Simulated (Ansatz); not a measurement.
Relaxing Ir

Theory: Ansatz, DFT PBE, scalar-relativistic, plane waves, PAW. Cutoff 420 eV, Γ-centred k mesh, Gaussian smearing, no spin polarisation in the final step.

The start is a random cell of Ir with space group P6_2 (No. 171), drawn with lower limits on the distances.

```xyz
6
Lattice="5.5893 0.0000 0.0000 -2.7946 4.8404 0.0000 0.0000 0.0000 3.7558" Properties=species:S:1:pos:R:3 pbc="T T T"
Ir   -1.1184    3.6303    3.2612
Ir    0.2099    2.0567    2.0093
Ir    1.8861    0.8466    0.7573
Ir    0.9085    3.9939    0.7573
Ir    2.5848    2.7837    2.0093
Ir    3.9130    1.2101    3.2612
```

Steps on the 6×6×4 mesh (6 atoms). 12 of 14 steps are shown, and the free energy counts from the last. Trial steps that were taken back and renewals of the plane-wave basis can be among the rows.

| step | ΔF (meV/atom) | V (Å³/atom) | P (GPa) | largest force component (eV/Å) |
| --- | --- | --- | --- | --- |
| 1 | 1140.7 | 16.94 | 32.63 | 3.324 |
| 2 | 822.4 | 18.81 | -3.91 | 0.775 |
| 3 | 726.9 | 18.46 | -4.20 | 0.511 |
| 5 | 516.7 | 17.55 | -3.07 | 0.075 |
| 6 | 349.0 | 17.09 | -3.28 | 0.436 |
| 7 | 143.4 | 16.59 | -2.40 | 0.661 |
| 8 | 35.2 | 15.97 | 4.67 | 0.457 |
| 9 | 26.2 | 16.28 | -0.97 | 0.214 |
| 10 | 24.3 | 16.19 | 0.25 | 0.023 |
| 12 | 2.5 | 16.21 | 2.52 | 0.011 |
| 13 | 0.1 | 16.36 | 0.07 | 0.005 |
| 14 | 0.0 | 16.36 | 0.06 | 0.005 |

Steps on the 3×3×6 mesh (6 atoms). 5 of 6 steps are shown, and the free energy counts from the last.

| step | ΔF (meV/atom) | V (Å³/atom) | P (GPa) | largest force component (eV/Å) |
| --- | --- | --- | --- | --- |
| 1 | 11.8 | 16.36 | 1.79 | 0.134 |
| 2 | 6.4 | 16.66 | -3.46 | 0.098 |
| 3 | 0.4 | 16.47 | -0.69 | 0.087 |
| 5 | 0.0 | 16.42 | 0.10 | 0.003 |
| 6 | 0.0 | 16.42 | 0.09 | 0.002 |

Steps on the 9×9×14 mesh (6 atoms). 4 of 6 steps are shown, and the free energy counts from the last.

```csv
step,ΔF (meV/atom),V (Å³/atom),P (GPa),largest force component (eV/Å)
1,3.1,16.42,-0.20,0.112
2,2.3,16.32,1.73,0.056
3,0.1,16.44,-0.42,0.023
6,0.0,16.41,0.01,0.002
```

A final relaxation ran on a 9×9×14 mesh. The relaxed crystal, P6_2 (No. 171):

Space group P6_2 (No. 171). a = 6.494 Å, b = 6.494 Å, c = 2.696 Å, α = 90.00°, β = 90.00°, γ = 120.00°
| atom | site | symmetry | x | y | z |
| --- | --- | --- | --- | --- | --- |
| Ir | 6c | 1 | 0.1518 | 0.7373 | 0.8683 |

```json
{
  "Volume per atom": "16.41 Å³",
  "Density": "19.45 g/cm³",
  "Energy over the standard structure": "0.64 eV/atom",
  "Gap on the 9×9×14 mesh": "0 eV (a metal)"
}
```

Energies count from the standard state of Ir at the same level.

The final run used a 9×9×14 mesh on its 6-atom cell and 0.10 eV smearing. The k mesh leaves about 4 meV/atom of noise in metals. Spin–orbit coupling is left out.

A structure relaxed within its symmetry needn't be a true minimum.